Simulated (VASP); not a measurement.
Wanted: the native input for a VASP 6.6.1 run.

| Item | Value |
| --- | --- |
| Task | single point |
| Functional | LDA |
| Potentials or basis | VASP PAW LDA potentials, release 64 (Sb) |
| Cutoff | 520 eV |
| k mesh | 3 × 3 × 6 |
| Occupations | fermi-dirac, width 0.08 eV |
| Spin | no spin polarisation |
| Dipole correction | no |
| Further INCAR settings | ALGO = Normal; EDIFF = 1e-06; NBANDS = 18 |

The structure of Sb lies in POSCAR:

```
Sb
1.0
    6.3200000000      0.0000000000      0.0000000000
    0.0000000000      6.3200000000      0.0000000000
    0.0000000000      0.0000000000      3.1600000000
Sb
4
Direct
   -0.0013832278     -0.0079837025      0.0092420886
   -0.0059588608      0.5013251582      0.0059579114
    0.5090221519      0.0009077532     -0.0143594937
    0.4983199367      0.5057507911     -0.0008405063
```

This isn't the form of Sb at room conditions, which is rhombohedral.

The input as run:

INCAR

```
ALGO     = Normal         # electronic algorithm
EDIFF    = 1E-6           # SCF threshold, eV
ENCUT    = 520            # plane-wave cutoff, eV
ISIF     = 2              # what is computed and relaxed
ISMEAR   = -1             # smearing method
LASPH    = T              # aspherical terms in the spheres
LCHARG   = T              # write CHGCAR
LELF     = T              # ELF
LREAL    = F              # projectors in reciprocal space
LVHAR    = T            
LWAVE    = F              # write WAVECAR
NBANDS   = 18             # bands
NELM     = 100            # most SCF steps
PREC     = Accurate       # precision mode
SIGMA    = 0.08           # smearing width, eV
```

KPOINTS

```
k-points
0
Gamma
  3 3 6
```

Potentials or basis: VASP PAW LDA potentials, release 64 (Sb).

Launch:

```bash
$ cat potpaw_LDA.64/Sb/POTCAR > POTCAR
$ mpirun -np 1 vasp_std > vasp.out
```

Results of the run:

```
Pressure               : -4.8 GPa
Largest force          : 0.114 eV/Å
Band gap on the k mesh : none (metal or under the smearing width)
```

Run time: 41 s on 1 thread of Intel(R) Xeon(R) Platinum 8375C CPU @ 2.90GHz (Ice Lake) (shared host), peak memory 0.2 GiB.
